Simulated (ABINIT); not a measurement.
A run of ABINIT 10.8.3 (patched build):

run.abi

```
# Datasets
ndtset 3

# Pseudopotentials
pp_dirpath "./"
pseudos "Ta.GGA_PBE-JTH.xml, K.GGA_PBE-JTH.xml, O.GGA_PBE-JTH.xml"

# Structure
acell 3*1.0
rprim
     7.5367947028     0.0000000000     0.0000000000
     0.0000000000     7.5367947028     0.0000000000
     0.0000000000     0.0000000000     7.5367947028
ntypat 3
znucl 73 19 8
natom 5
typat 1 2 3 3 3
xred
            0.0            0.0            0.0
            1/2            1/2            1/2
            0.0            0.0            1/2
            0.0            1/2            0.0
            1/2            0.0            0.0

# Plane-wave basis
ecut 517.016339 eV
pawecutdg 38.0
pawxcdev 0

# Exchange and correlation
ixc 11

# Bands and occupations
occopt 1

# SCF cycle
nstep 80
diemac 6.0

# Output
iomode 3
prteig 0
prtebands 0

# Dataset 1: ground state
kptopt1 1
ngkpt1 5 5 5
nshiftk1 1
shiftk1 0.0 0.0 0.0
nband1 20
tolvrs1 1.0e-11
prtden1 1
prtwf1 0

# Datasets 2 and 3: the band edges
kptopt2 0
nkpt2 2
kpt2
  0.4000000000 0.4000000000 0.4000000000
  0.0 0.0 0.0
istwfk2 2*1
nband2 28
getden2 1
kptopt3 0
nkpt3 2
kpt3
  0.4000000000 0.4000000000 0.4000000000
  0.0 0.0 0.0
istwfk3 2*1
nband3 28
getden3 1

# Dataset 2: bands at fixed density
iscf2 -2
nbdbuf2 2
tolwfr2 1.0e-20
nstep2 200

# Dataset 3: effective masses
iscf3 -3
getwfk3 2
rfelfd3 2
rfdir3 1 1 1
nqpt3 1
qpt3 0.0 0.0 0.0
tolwfr3 1.0e-20
nbdbuf3 2
nstep3 200
efmas3 1
efmas_bands3 20 20 21 23
efmas_calc_dirs3 1
efmas_n_dirs3 5
efmas_dirs3
  1 0 0
  0 1 0
  0 0 1
  1 1 0
  1 1 1
efmas_ntheta3 60
prtwf3 0
prtden3 0
prtpot3 0
```

Potentials or basis: JTH PAW PBE v2.0.

Command:

```bash
$ abinit run.abi > log 2>&1
```

Hardware: 1 thread of Intel(R) Xeon(R) 6975P-C (Granite Rapids), with other jobs on the host.

Task: How long does it take, and how much memory?

Result: Wall time 48 s on 1 thread of Intel(R) Xeon(R) 6975P-C (Granite Rapids), with other jobs on the host, peak memory 0.3 GiB. Counts: scf iterations 86, mpi ranks 1, k points 10, bands 20, plane waves 1711.
